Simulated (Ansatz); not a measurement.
# Point defect: Be vacancy in BeS

The calculation used DFT PBE, scalar-relativistic, plane waves, PAW (Ansatz). Settings: 420 eV cutoff, 2×2×2 k-mesh, shifted by half a step, Gaussian smearing of 0.01 eV, collinear spin.

Host crystal, relaxed:

```xyz
2
Lattice="0.0000 2.4381 2.4381 2.4381 0.0000 2.4381 2.4381 2.4381 0.0000" Properties=species:S:1:pos:R:3 pbc="T T T"
Be    0.0000    0.0000    0.0000
S     3.6571    3.6571    3.6571
```

Supercell of 32 atoms, rows in host cell vectors: 1 1 1; 1 1 -3; -3 1 1. Atoms relax at the host's cell, keeping the symmetry that the supercell leaves at the site. The cell is small, so energies carry finite-size errors of tenths of an eV. The host's Kohn–Sham gap is 3.15 eV. Atoms are taken from and returned to the elements' standard states. Charged cells are corrected for image charges with the computed static dielectric tensor (mean 7.3) and aligned with the host's potential at far atoms (alignment terms reach 0.39 eV; the program doubts the alignment in some charges, where it is up to 0.39 eV). No band-filling term is added, and the Fermi level counts from the host's valence band top.

Starting moments were lost in some runs.

Defect: Be vacancy at (0.000, 0.000, 0.000) of the host cell.

What is the formation energy of the neutral defect?

4.81 eV.

Does the neutral defect carry a moment, and how do its surroundings relax?

It changes the cell's moment by 2.00 μB. The nearest neighbours before are 4 S at 2.11 Å; after relaxation the atoms near the site are 4 S at 2.20 Å; the largest move is 0.09 Å.

Charges +1, 0, -1, -2 were computed. Which is stable where in the gap?

Among the charges computed the stable one is 0 at the valence band top, changing to -1 at 0.46 eV, changing to -2 at 1.06 eV. In charge +1 the extra carrier would gain by moving to a band edge of the host, so it isn't bound in the gap. In charge +1, 0, -1 the cell has partly filled bands: a level of the defect may be part filled, the carrier may sit in the host's bands, or levels may cross between the k points, so transitions that involve it are doubtful. Levels between neighbouring charges: (+1/0) -0.37 eV, (0/-1) 0.46 eV, (-1/-2) 1.06 eV.